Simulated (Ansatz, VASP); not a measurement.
# GaN: VASP beside Ansatz

Wanted: the spread between two codes on one cell, functional and k mesh. The structure shown is the start of the Ansatz relaxation below; VASP solves that cell, so the two are compared at the walk's first step.

Calculated with Ansatz 0.2.0; plane waves, with VASP 6.6.1 beside it; single point at LDA.

## Step 1: Starting point

It takes space group R3m (No. 160, trigonal). The conventional cell has a = 3.024 Å, b = 3.024 Å, c = 7.827 Å, α = 90.00°, β = 90.00°, γ = 120.00°. Nearest to N lie 4 Ga at 1.88 to 1.92 Å. Ga has 4 N at 1.88 to 1.92 Å nearest. Farther neighbours and most contacts between anions are not listed.

As a file:

```cif
data_structure
_symmetry_space_group_name_H-M 'R3m:H'
_symmetry_Int_Tables_number 160
_cell_length_a 3.0243
_cell_length_b 3.0243
_cell_length_c 7.8270
_cell_angle_alpha 90.000
_cell_angle_beta 90.000
_cell_angle_gamma 120.000
_cell_volume 62.00
loop_
_atom_site_label
_atom_site_type_symbol
_atom_site_symmetry_multiplicity
_atom_site_Wyckoff_symbol
_atom_site_fract_x
_atom_site_fract_y
_atom_site_fract_z
_atom_site_occupancy
N1 N 3 a 0.66667 0.33333 0.08585 1
Ga1 Ga 3 a 0.66667 0.33333 0.33081 1
```

## Step 2: Ansatz: relaxation, LDA

Ansatz runs on its PAW soft_1 files.

The two programs are compared at the cell with which this relaxation starts, whose forces are those of its first step.

input.yaml reads:

```yaml
crystal:
  lattice:
    - [0.0806476689, 2.2191460795, 2.2191460795]
    - [2.2191460795, 0.0806476689, 2.2191460795]
    - [2.2191460795, 2.2191460795, 0.0806476689]
  atoms:
    - { symbol: "N", position: [0.247480471, 0.247480471, 0.247480471] }
    - { symbol: Ga, position: [0.002519529, 0.002519529, 0.002519529] }
  conventional_axes: [[-1, 1, 0], [0, -1, 1], [1, 1, 1]]
kpoints:
  mp_grid: { grid: [12, 12, 12] }
hamiltonian:
  xc: lda
  pseudopotentials: { kind: paw, azcp: { folder: soft_1 }, xc_functional: pbe }
scf:
  occupations: { method: fixed }
output:
  forces: true
  stress: true
  eigenvalues: true
relax:
  adjacent_minimum: "off"
  f_tol: 0.001
  max_steps: 60
  cell: { stress_tol: 0.01, fix: [a, b, gamma] }
```

On the command line:

```console
> ansatz run input.yaml --threads 4 --pin off --max-ram 10240MiB --backend cpu --events-out ev --progress --plain --runs-dir out
```

Numbers of over 12 decimals in the logs are rounded to 6 here.

The program printed:

```text
Engine: ansatz 0.2.0, x86_64-unknown-linux-gnu
Pseudopotentials: kind: paw
Pseudopotential: N, paw, valence charge 5, recommended cutoff 420 eV (normal), soft_1/N.paw.azcp
Pseudopotential: Ga, paw, valence charge 13, recommended cutoff 420 eV (normal), soft_1/Ga.paw.azcp
Functional definition: SPW92
  exchange = slater_x
  correlation = pw_c
Crystal: 2 atoms, lattice volume = 20.666 Å³
Basis set: ecut = 420 eV, 411 PW (Γ)
Bands: 13, of which v1, the nominal top of the filled ones, is band 9 counted from 1 (8 counted from 0)
Symmetry: 6 space group operations
Space group: R3m (ITA 160), of the structure as read, at distance tolerance 2.7e-5 Å
k-points: 189 of 1728 (time reversal used)
Non-local potential: N, projectors of the file, l = 0: 2, l = 1: 2, l = 2: 1
Non-local potential: Ga, projectors of the file, l = 0: 2, l = 1: 2, l = 2: 3, l = 3: 1
PAW form: soft (Blöchl's): semilocal exchange-correlation on the pseudo side does not see the compensation charge
PAW frozen core: N, regenerated for the run's functional, and the local potential with it (the file was generated under x = pbe(κ = 0.804, μ = 0.219515), c = pbe(β = 0.066725))
PAW frozen core: Ga, regenerated for the run's functional, and the local potential with it (the file was generated under x = pbe(κ = 0.804, μ = 0.219515), c = pbe(β = 0.066725))
PAW one-centre angular grid: N, 110 points (default); XC on 64 Gauss nodes
PAW one-centre angular grid: Ga, 590 points (default); XC on 64 Gauss nodes
Initial density: superposition of atomic densities (chi_scale 0.1, normalization cell, long waves kept (reshape's long-wave potential 0.00 eV rms))
Initial wavefunctions: pseudopotential atomic-orbital guess
Functional: x = slater, c = lda
SCF iter   1: F=—  HF=-4082.718079 eV  |F-HF|=—  |Δ(HF+E_count)|=         —  Δρ=1.17e-1  dr2=2.52e0  ethr=3.10e-3  ⟨swp⟩=4.0  Hψ=10978  notcnv=0  defer=234
preconditioner: auto → none  [insulator: Δε(μ)=3.161 eV  Ē_g=19.848 eV  n_scr=8 (ndim 8)  ℏωp=34.7 eV  f_vac=0.000  ε∞_Penn≈4.0]
SCF iter   2: F=—  HF=-4082.097522 eV  |F-HF|=—  |Δ(HF+E_count)|=   6.21e-1  Δρ=6.10e-2  dr2=4.59e-1  ethr=3.10e-3  ⟨swp⟩=2.1  Hψ=6372  notcnv=0  defer=41
SCF iter   3: F=—  HF=-4081.983079 eV  |F-HF|=—  |Δ(HF+E_count)|=   1.14e-1  Δρ=1.96e-2  dr2=3.71e-2  ethr=2.55e-3  ⟨swp⟩=2.0  Hψ=3567  notcnv=0  defer=376
SCF iter   4: F=—  HF=-4081.977327 eV  |F-HF|=—  |Δ(HF+E_count)|=   5.75e-3  Δρ=7.95e-3  dr2=5.65e-3  ethr=2.06e-4  ⟨swp⟩=2.0  Hψ=4821  notcnv=0  defer=378
SCF iter   5: F=—  HF=-4081.974376 eV  |F-HF|=—  |Δ(HF+E_count)|=   2.95e-3  Δρ=8.23e-4  dr2=3.85e-5  ethr=3.14e-5  ⟨swp⟩=2.0  Hψ=4501  notcnv=0  defer=378
SCF iter   6: F=—  HF=-4081.974366 eV  |F-HF|=—  |Δ(HF+E_count)|=   9.52e-6  Δρ=1.08e-4  dr2=9.32e-7  ethr=2.14e-7  ⟨swp⟩=2.0  Hψ=3589  notcnv=0  defer=27
SCF iter   7: F=-4081.974366 eV  HF=-4081.974366 eV  |F-HF|=6.42e-10  |Δ(HF+E_count)|=   4.66e-8  Δρ=8.63e-6  dr2=6.46e-9  ethr=5.56e-10  ⟨swp⟩=6.1  Hψ=12335  notcnv=0
SCF 1 converged in 7 iterations: F = -4081.974366 eV  dr2 = 6.46e-9
  greatest PAW one-centre occupation: 0.996 electrons in one spin orbital (limit 2), on the Ga atom at site 1 (counted from 0), in its partial waves of l = 2
relax step   1: F+E_penalty+E_count = -4081.97436645 eV  Δ(F+E_penalty+E_count) = +0.000e0 eV  max|allowed force component| = 9.978e-2 eV/Å  Δτ_max = 0.0000 Å  P = +15.808 GPa  Ω = 20.666 Å³  fix = [a, b, gamma]  reactions: a +22.905, b +22.905 GPa  (7 SCF iters, dr2 threshold 1.00e-7 eV, accepted)
[...]
relax step   3: F+E_penalty+E_count = -4081.97589465 eV  Δ(F+E_penalty+E_count) = -4.435e-4 eV  max|allowed force component| = 4.959e-3 eV/Å  Δτ_max = 0.0041 Å  P = +14.215 GPa  Ω = 20.772 Å³  energy of the carried Pulay correction = -2.673e-4 eV  fix = [a, b, gamma]  reactions: a +21.396, b +21.396 GPa  (4 SCF iters, dr2 threshold 2.00e-7 eV, accepted)
[...]
relax step   4: F+E_penalty+E_count = -4081.97590874 eV  Δ(F+E_penalty+E_count) = -1.409e-5 eV  max|allowed force component| = 1.596e-4 eV/Å  Δτ_max = 0.0002 Å  P = +14.257 GPa  Ω = 20.768 Å³  energy of the carried Pulay correction = -2.572e-4 eV  fix = [a, b, gamma]  reactions: a +21.388, b +21.388 GPa  (3 SCF iters, dr2 threshold 5.46e-8 eV, accepted)
[...]
relax step   5: F+E_penalty+E_count = -4081.97617952 eV  Δ(F+E_penalty+E_count) = -2.708e-4 eV  max|allowed force component| = 1.978e-4 eV/Å  Δτ_max = 0.0000 Å  P = +14.277 GPa  Ω = 20.768 Å³  fix = [a, b, gamma]  reactions: a +21.402, b +21.402 GPa  stress off target by 2.58e-2 GPa on what of the cell is left free  SCF on the basis re-selected at this cell (its energy is not comparable with the rows above)  (6 SCF iters)
[...]
relax step   6: F+E_penalty+E_count = -4081.97617693 eV  Δ(F+E_penalty+E_count) = +2.590e-6 eV  max|allowed force component| = 5.753e-6 eV/Å  Δτ_max = 0.0000 Å  P = +14.263 GPa  Ω = 20.769 Å³  energy of the carried Pulay correction = -2.690e-6 eV  fix = [a, b, gamma]  reactions: a +21.393, b +21.393 GPa  (3 SCF iters, dr2 threshold 1.66e-9 eV, accepted)
[...]
relax step   7: F+E_penalty+E_count = -4081.97617791 eV  Δ(F+E_penalty+E_count) = -9.779e-7 eV  max|allowed force component| = 1.066e-7 eV/Å  Δτ_max = 0.0000 Å  P = +14.263 GPa  Ω = 20.769 Å³  fix = [a, b, gamma]  reactions: a +21.393, b +21.393 GPa  stress off target by 1.17e-3 GPa on what of the cell is left free  SCF on the basis re-selected at this cell (its energy is not comparable with the rows above)  (4 SCF iters)
basis re-selected at this cell: Δ(F+E_penalty+E_count) = -9.779e-7 eV, ΔP = +0.000 GPa vs the last step (what re-selecting the basis moved, of the pressure what is left beyond the Pulay correction that the steps carried, after the strain that the cell walked since its last selection, with what the two solves' SCF thresholds leave and, on support functions, any second-order correction that the steps lacked; it is no m [...]
SCF converged after 4 iterations
Free energy (F): -4081.976178 eV
Harris-Foulkes:  -4081.976178 eV  (|F-HF|=1.36e-12)
Internal energy: -4081.976178 eV  (E = F + TS)
E sigma→0 (E₀):  -4081.976178 eV
Fermi energy:    10.998434 eV
--- Per-component energies (eV) ---
  E_band       = 11.045840
  E_kinetic    = 244.518819
  E_local      = -1339.668166  (includes V_loc(G=0)·N_el)
  E_nonlocal   = -51.497666
  E_hartree    = 865.259581
  E_xc         = -122.829913
  E_vxc        = -132.696373  (∫ρ·V_xc dr)
  E_paw        = -2039.589108  (= ΣΔE_a)
  E_vpaw       = -440.130571  (= ΣTr[D̂ρ^β])
  E_aug_tail   = 0.000639  (compensation charges beyond the density's cutoff)
  E_ewald      = -1639.978889
  E_core_change = 1.808525  (= ΣΔE_core)
  E_smearing   = -0.000000  (= −TS)
  E_closure    = -0.000000  (closes the sum)
  Σ components = -4081.976178   (vs F -4081.976178, Δ=0.00e0)
--- Forces (eV/Å), atoms counted from 1 ---
  atom   1  N     -0.00000044    -0.00000044    -0.00000044
  atom   2  Ga    -0.00000065    -0.00000065    -0.00000065
  max |Σ_I F_I| component: 1.09e-6 eV/Å
--- Stress (GPa, compression-positive) ---
       14.262557      -7.130696      -7.130696
       -7.130696      14.262557      -7.130696
       -7.130696      -7.130696      14.262557
  P = ⅓ Tr σ = 14.2626 GPa (142.626 kbar)
--- Band table (eV; the first three rows and the last of 189) ---
  k-point 0: bands = [... 5 lower, -2.4956, 10.4822, 10.9984, 10.9984, 13.0717, 20.7530, 22.0832, 22.0832]
  k-point 1: bands = [... 5 lower, -2.4971, 10.1005, 10.5089, 10.9085, 13.6446, 20.9063, 21.6653, 22.1768]
  k-point 2: bands = [... 5 lower, -2.4976, 8.6438, 10.2266, 10.6737, 14.5322, 20.6802, 21.4670, 22.3053]
  k-point 188: bands = [... 5 lower, -1.3507, 2.7571, 10.0279, 10.0279, 16.6491, 19.6293, 22.2516, 22.2516]
--- Relaxed structure (5 steps of the walk, 5 accepted, 2 SCFs on fresh bases) ---
  F+E_penalty+E_count = -4081.97617791 eV   max|allowed force component| = 1.066e-7 eV/Å   (the final SCF, on the basis selected at the relaxed cell)
  cell:  # Å, volume = 20.7687 Å³
    - [0.088141, 2.226639, 2.226639]
    - [2.226639, 0.088141, 2.226639]
    - [2.226639, 2.226639, 0.088141]
  atoms:
    - { symbol: N, position: [0.246535, 0.246535, 0.246535] }
    - { symbol: Ga, position: [0.00346538, 0.00346538, 0.00346538] }
```

## Step 3: VASP: single point, LDA, start cell, pair 1

The same cell, functional (in two slightly different forms) and mesh now go to VASP, with its own data sets.

Lines of VASP's logs that name or quote its potential files are left out, and so is its time.

INCAR reads:

```
SYSTEM = GaN
PREC = Accurate
ENCUT = 520
EDIFF = 1E-06
NELM = 120
ISMEAR = 0
SIGMA = 0.01
LREAL = .FALSE.
ALGO = Normal
GGA = CA
NBANDS = 15
LORBIT = 11
LWAVE = .FALSE.
LCHARG = .FALSE.
ISIF = 2
LASPH = .TRUE.
GGA_COMPAT = .FALSE.
EFERMI = MIDGAP
KPAR = 2
```

POSCAR reads:

```
GaN
1.0
    0.0806480000      2.2191460000      2.2191460000
    2.2191460000      0.0806480000      2.2191460000
    2.2191460000      2.2191460000      0.0806480000
N Ga
1 1
Direct
    0.2474803826      0.2474803826      0.2474803826
    0.0025196174      0.0025196174      0.0025196174
```

KPOINTS reads:

```
Automatic mesh
0
Gamma
12 12 12
0 0 0
```

PAW data sets: N and Ga_d (LDA family, release 64).

On the command line:

```console
> mpirun -np 2 vasp_std
```

The program printed:

```text
[banner, memory and clock lines left out]
running    2 mpi-ranks, on    1 nodes
 distrk:  each k-point on    1 cores,    2 groups
 distr:  one band on    1 cores,    1 groups

 POSCAR found type information on POSCAR N Ga
 POSCAR found :  2 types and       2 ions
 LDA part: xc-table for (Slater(with rela. corr.)+CA(PZ))
 , standard interpolation
 POSCAR, INCAR and KPOINTS ok, starting setup
 FFT: planning ... GRIDC
 FFT: planning ... GRID_SOFT
 FFT: planning ... GRID
 WAVECAR not read
 entering main loop
       N       E                     dE             d eps       ncg     rms          rms(c)
DAV:   1     0.779168215434E+02    0.77917E+02   -0.95028E+03  6410   0.222E+03
DAV:   2    -0.108081014635E+02   -0.88725E+02   -0.83004E+02  6566   0.334E+02
DAV:   3    -0.159969918277E+02   -0.51889E+01   -0.51703E+01  6356   0.706E+01
DAV:   4    -0.160500656926E+02   -0.53074E-01   -0.53067E-01  7148   0.748E+00
DAV:   5    -0.160507211899E+02   -0.65550E-03   -0.65549E-03  6685   0.782E-01    0.791E+00
DAV:   6    -0.138734106267E+02    0.21773E+01   -0.52019E+00  8498   0.468E+01    0.269E+00
DAV:   7    -0.138467664653E+02    0.26644E-01   -0.29454E-01  6664   0.616E+00    0.173E+00
DAV:   8    -0.138204381978E+02    0.26328E-01   -0.57469E-02  7418   0.302E+00    0.596E-01
DAV:   9    -0.138178570703E+02    0.25811E-02   -0.11984E-02  8078   0.271E+00    0.156E-01
DAV:  10    -0.138177767106E+02    0.80360E-04   -0.15094E-03  7062   0.616E-01    0.438E-02
DAV:  11    -0.138177414115E+02    0.35299E-04   -0.15258E-04  8582   0.200E-01    0.795E-03
DAV:  12    -0.138177426976E+02   -0.12861E-05   -0.11098E-05  6405   0.381E-02    0.658E-03
DAV:  13    -0.138177426813E+02    0.16303E-07   -0.22076E-07  4032   0.104E-02
   1 F= -.13817743E+02 E0= -.13817743E+02  d E =0.000000E+00
```

From OUTCAR (step 3):

```text
ion  position               nearest neighbor table
   1  0.247  0.247  0.247-   2 1.88   2 1.88   2 1.88   2 1.92
   2  0.003  0.003  0.003-   1 1.88   1 1.88   1 1.88   1 1.92

  LATTYP: Found a trigonal (rhomboedric) cell.
 ALAT       =     3.1393824295
 COS(alpha) =     0.5359879593

 Subroutine GETGRP returns: Found  6 space group operations
 (whereof  6 operations were pure point group operations)

The static configuration has the point symmetry C_3v.

 Found    189 irreducible k-points:

   k-points           NKPTS =    189   k-points in BZ     NKDIM =    189   number of bands    NBANDS=     15

   dimension x,y,z NGX =    24 NGY =   24 NGZ =   24
   dimension x,y,z NGXF=    48 NGYF=   48 NGZF=   48

   ENCUT  =  520.0 eV  38.22 Ry    6.18 a.u.   5.84  5.84  5.84*2*pi/ulx,y,z

   NELECT =      18.0000    total number of electrons

 k-points in reciprocal lattice and weights: Automatic mesh
   0.00000000  0.00000000  0.00000000       0.001
   0.08333333  0.00000000 -0.00000000       0.003
   0.16666667 -0.00000000  0.00000000       0.003
   0.25000000  0.00000000 -0.00000000       0.003
   0.33333333  0.00000000  0.00000000       0.003
   0.41666667  0.00000000  0.00000000       0.003
   0.50000000  0.00000000 -0.00000000       0.002
   0.08333333  0.08333333  0.00000000       0.003
   0.16666667  0.08333333  0.00000000       0.007
[...]
-0.41666667  0.50000000  0.41666667       0.003
   0.50000000  0.50000000  0.50000000       0.001

 average (electrostatic) potential at core
       1 -60.8830       2 -63.6018

 E-fermi :   7.4521

 k-point     1 :       0.0000    0.0000    0.0000
  band No.  band energies     occupation
    ...
      5      -7.0475      2.00000
      6      -7.0475      2.00000
      7       5.9368      2.00000
      8       6.3716      2.00000
      9       6.3716      2.00000
     10       8.5325      0.00000
     11      16.1956      0.00000
     12      17.4614      0.00000
     13      17.4614      0.00000
     14      24.5671      0.00000
    ...

 k-point     2 :       0.0833    0.0000   -0.0000
  band No.  band energies     occupation
    ...
      5      -7.0503      2.00000
      6      -7.0490      2.00000
      7       5.5083      2.00000
      8       5.9328      2.00000
      9       6.2795      2.00000
     10       9.0995      0.00000
     11      16.3411      0.00000
     12      17.0597      0.00000
     13      17.5650      0.00000
     14      24.0200      0.00000
    ...

 k-point     3 :       0.1667   -0.0000    0.0000
  band No.  band energies     occupation
    ...
      5      -7.0542      2.00000
      6      -7.0496      2.00000
      7       4.0278      2.00000
      8       5.6687      2.00000
      9       6.0398      2.00000
     10       9.9879      0.00000
     11      16.0932      0.00000
     12      16.8896      0.00000
     13      17.7225      0.00000
     14      23.0900      0.00000
    ...

  Total        2.2269932      2.2269932      2.2269932     -0.9233220     -0.9233220     -0.9233220
  in kB      172.6534300    172.6534300    172.6534300    -71.5829366    -71.5829366    -71.5829366
  external PRESSURE =     172.6534300 kB  Pullay stress =       0.0000000 kB

  energy-cutoff  :      520.00
  volume of cell :       20.67
      direct lattice vectors                 reciprocal lattice vectors
     0.080648000  2.219146000  2.219146000    -0.237981673  0.229636253  0.229636253
     2.219146000  0.080648000  2.219146000     0.229636253 -0.237981673  0.229636253
     2.219146000  2.219146000  0.080648000     0.229636253  0.229636253 -0.237981673

 POSITION                                       TOTAL-FORCE (eV/Angst)
 -----------------------------------------------------------------------------------
      1.11835      1.11835      1.11835        -0.111061     -0.111061     -0.111061
      0.01139      0.01139      0.01139         0.111061      0.111061      0.111061
 -----------------------------------------------------------------------------------
    total drift:                                0.000255      0.000255      0.000255

  FREE ENERGIE OF THE ION-ELECTRON SYSTEM (eV)
  ---------------------------------------------------
  free  energy   TOTEN  =       -13.8177426813 eV

  energy  without entropy=      -13.8177426813  energy(sigma->0) =      -13.81774268

 total charge
# of ion       s       p       d       tot
------------------------------------------
    1        1.210   2.568   0.000   3.778
    2        0.820   1.040  10.245  12.105
--------------------------------------------------
tot          2.030   3.608  10.245  15.883

[... 3 further parts left out ...]
```

The run ends at a pressure of 17.27 GPa, with forces up to 0.19 eV/Å.

## Step 4: Differences

Known differences besides the potentials themselves: the two LDA forms differ slightly; fixed occupations in Ansatz, narrow Gaussian smearing in VASP; the cutoff is 420 eV in Ansatz and 520 eV in VASP; VASP's log shows a relativistic correction to its local exchange, Ansatz's none. Total energies have different zeros and are not compared.

Forces (eV/Å; atoms numbered as in POSCAR):

```csv
atom,"Ansatz x, y, z","VASP x, y, z"
N1,"-0.100, -0.100, -0.100","-0.111, -0.111, -0.111"
Ga2,"0.100, 0.100, 0.100","0.111, 0.111, 0.111"
```

The forces differ by 11 meV/Å r.m.s., which is 10.2 % of the r.m.s. force of 0.111 eV/Å (both taken over all components).

## Step 5: Other set-ups

Further runs change the set-up of one program: Ansatz's method, potentials or start, or VASP's data sets, cutoff or form of LDA. The table gives that difference for each run.

```csv
run,r.m.s. force difference (meV/Å)
as above,11
VASP with a cutoff of 600 eV (perhaps on Ansatz's relaxed cell),10
```

## Step 6: Ansatz: relaxation, LDA

The two programs are compared at the cell with which this relaxation starts, whose forces are those of its first step. The cell compared in this pair holds 21.33 Å³, against 20.67 Å³ for the pair before.

The structure compared here is the start of the Ansatz relaxation; VASP solves that cell, so the two are compared at the walk's first step.

input.yaml, the sections that differ from step 2:

```yaml
crystal:
  lattice:
    - [0.0365634154, 2.2196138762, 2.2196138762]
    - [2.2196138762, 0.0365634154, 2.2196138762]
    - [2.2196138762, 2.2196138762, 0.0365634154]
  atoms:
    - { symbol: "N", position: [0.2492181693, 0.2492181693, 0.2492181693] }
    - { symbol: Ga, position: [0.0007818307, 0.0007818307, 0.0007818307] }
  conventional_axes: [[-1, 1, 0], [0, -1, 1], [1, 1, 1]]
# kpoints, hamiltonian, scf, output, relax: as in step 2
```

On the command line:

```console
> ansatz run input.yaml --threads 4 --pin off --max-ram 10240MiB --backend cpu --events-out ev --progress --plain --runs-dir out
```

The program printed:

```text
[...]
Crystal: 2 atoms, lattice volume = 21.330 Å³
Basis set: ecut = 420 eV, 411 PW (Γ)
Bands: 13, of which v1, the nominal top of the filled ones, is band 9 counted from 1 (8 counted from 0)
Symmetry: 6 space group operations
[...]
k-points: 189 of 1728 (time reversal used)
[...]
k-point 188: bands = [... 5 lower, -1.7179, 2.6103, 9.3830, 9.3830, 15.5867, 19.1017, 21.1907, 21.1907]
--- Relaxed structure (5 steps of the walk, 5 accepted, 2 SCFs on fresh bases) ---
[...]
cell:  # Å, volume = 21.4315 Å³
    - [0.043638, 2.226688, 2.226688]
    - [2.226688, 0.043638, 2.226688]
    - [2.226688, 2.226688, 0.043638]
  atoms:
    - { symbol: N, position: [0.248378, 0.248378, 0.248378] }
    - { symbol: Ga, position: [0.00162211, 0.00162211, 0.00162211] }
[key lines of the parts left out:]
SCF converged after 4 iterations
Free energy (F): -4082.060878 eV
Fermi energy:    10.379544 eV
P = ⅓ Tr σ = 6.6973 GPa (66.973 kbar)
```

(Part 1 of 2 ends here.)

[Lines on the potential files, build, host, timing and source positions are cut from VASP's logs without a mark.]

[Logs are printed without paths, hosts, clocks, repeated set-up lines and the standing remarks that a program may print on its own settings, such as how far it seeks lower states.]

[Hosts, paths, dates, database ids (printed as entryN), source tags and the programs' standing remarks are cut or masked in the printed files.]

[Rows of further runs with another cutoff or data set may stand on the cell that Ansatz relaxed, not on the start cell of the pair above them.]
